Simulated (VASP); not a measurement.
# NaCl under changes of volume

One of the cells (21.907 Å³/atom); the others are scaled copies at fixed shape and fractional positions:

```
Cl Na
1.0
     3.52538    0.00000    0.00000
     0.00000    3.52538    0.00000
     0.00000    0.00000    3.52538
Cl Na
1 1
Direct
  0.50000 0.50000 0.50000
  0.00000 0.00000 0.00000
```

Measurements of this composition are mostly on another form, of space group No. 225.

```yaml
Program: VASP 6.6.1
Functional: PBEsol
Potentials_or_basis: VASP PAW PBE potentials, release 64 (Cl, Na_pv)
Cutoff: 520 eV
k_mesh: 8 × 8 × 8
Occupations: fermi-dirac, width 0.05 eV
Spin: no spin polarisation
```

```csv
volume (Å³/atom),energy over the lowest point (meV/atom),pressure (GPa),gap on the mesh (eV)
20.189,0.39,0.4,4.04
20.619,0.00,-0.2,3.97
21.048,?,?,?
21.907,7.50,-1.7,3.78
22.337,12.38,-2.0,3.72
22.766,18.21,-2.4,3.66
```

Q: What does the run at 21.048 Å³/atom give?

A: Energy over the lowest point 1.16 meV/atom; pressure -0.7 GPa; gap on the mesh 3.90 eV.

Worked out: A Birch-Murnaghan fit of order 3 (a polynomial in V^(-2/3)) to the other rows has its minimum at 20.50 Å³/atom with B0 = V·E''(V) = 29 GPa and B' = 4.7. It gives 1.17 meV/atom at 21.048 Å³/atom, against the run's 1.16, and -dE/dV = -0.7 GPa, against -0.7. A straight line through the other rows of the gap, of slope -3.15 eV per unit of ln V, gives 3.91 eV, against the run's 3.90.

Energies are extrapolated to zero smearing.

Caveats: the PAW data sets were made with another functional, which shifts forces and pressure a little.

A mesh can miss the band edges.
